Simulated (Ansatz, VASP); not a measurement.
# CdSe: VASP and Ansatz over several settings

```xyz
2
Lattice="0.0000 3.0906 3.0906 3.0906 0.0000 3.0906 3.0906 3.0906 0.0000" Properties=species:S:1:pos:R:3 pbc="T T T"
Cd    0.0000    0.0000    0.0000
Se    1.5453    1.5453    1.5453
```

Change from the starting cell: volume scaled by 1.02.

Single points on this cell with VASP 6.6.1 and Ansatz 0.2.0. Each row is one pair of runs. Alike in all rows: spin: off; k mesh: 8 × 8 × 8; smearing: fermi-dirac, width 0.05 eV; VASP's potentials, cutoff: VASP PAW PBE potentials, release 64 (Cd, Se), 520 eV.

| level | Ansatz's potentials, cutoff | gap on the k mesh at the Fermi level (eV), VASP | gap on the k mesh at the Fermi level (eV), Ansatz | least direct gap on the mesh (eV), VASP | least direct gap on the mesh (eV), Ansatz | pressure (GPa), VASP | pressure (GPa), Ansatz |
| --- | --- | --- | --- | --- | --- | --- | --- |
| PBE | PseudoDojo standard (PBE files), 1388 eV | 0.51 | 0.51 | 0.51 | 0.51 | 0.6 | 0.4 |
| PBE | Ansatz PAW, 420 eV | 0.51 | 0.51 | 0.51 | 0.51 | 0.6 | 0.3 |
| PBE | Ansatz PAW polarizable, 420 eV | 0.51 | 0.51 | 0.51 | 0.51 | 0.6 | 0.3 |
| PBE | Ansatz PAW earlier set, 580 eV | 0.51 | 0.51 | 0.51 | 0.51 | 0.6 | 0.3 |
| r2SCAN | Ansatz PAW, 500 eV | 0.98 | 0.99 | 0.98 | 0.99 | -0.9 | -1.1 |

Gap on the k mesh at the fermi level (eV): the two programs differ by at most 0.01; least direct gap on the mesh (eV): the two programs differ by at most 0.01; pressure (GPa): the two programs differ by at most 0.26.

Caveats: the PAW data sets were made with another functional, which shifts forces and pressure a little (VASP); the PAW data sets come from PBE, with cores solved anew for the run's functional, which leaves a small shift of forces and pressure (Ansatz).
